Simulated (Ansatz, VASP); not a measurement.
One calculation of HfN, two programs

```
CELL_PARAMETERS angstrom
0.00000 2.23406 2.23406
2.23406 0.00000 2.23406
2.23406 2.23406 0.00000
ATOMIC_POSITIONS crystal
Hf 0.00000 0.00000 0.00000
N 0.50000 0.50000 0.50000
```

Alike in both runs: functional LDA; k mesh 11 × 11 × 11; occupations methfessel-paxton of order 1, width 0.05 eV; no spin polarisation.

Ansatz relaxed the structure, and its values are those at the end. VASP's run is a single point on that final structure, the one shown.

|  | VASP | Ansatz |
| --- | --- | --- |
| version | VASP 6.6.1 | Ansatz 0.2.0 |
| potentials or method | VASP PAW LDA potentials, release 64 (Hf_pv, N) | plane waves, PAW |
| plane-wave cutoff (eV) | 520 | 490 |
| valence electrons in the cell | 15 | 31 |

|  | VASP | Ansatz | Ansatz less VASP |
| --- | --- | --- | --- |
| pressure (GPa) | -1.2 | 0.0 | +1.15 |

The two sets of potentials don't hold the same shells in valence.

Spin-orbit coupling is left out, which matters for the levels of Hf.
